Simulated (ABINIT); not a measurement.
Nb:

```
Nb
1.0
    -1.66395    1.66395    1.66395
     1.66395   -1.66395    1.66395
     1.66395    1.66395   -1.66395
Nb
1
Direct
  0.00000 0.00000 0.00000
```

Base run:

```yaml
Program: ABINIT 10.8.3 (patched build)
Functional: WC
Potentials_or_basis: JTH PAW PBE v2.0
Cutoff: 435 eV
k_mesh: 11 × 11 × 11
Occupations: fermi-dirac, width 0.05 eV
Spin: spin-orbit coupling, no magnetisation
```

Its results: band gap on the k mesh none (metal or under the smearing width); pressure -7.4 GPa.

Problem. After a change of settings the same cell gave: band gap on the k mesh none (metal or under the smearing width); pressure -8.2 GPa. Which change was it?
A. functional from WC to rPW86PBE; spin from spin-orbit coupling, no magnetisation to no spin polarisation
B. functional from WC to SOGGA
C. functional from WC to PBEsol

Solution. C.

Caveats: the PAW data sets were made with another functional, which shifts forces and pressure a little.

Runs at the PBE level aren't shown here.
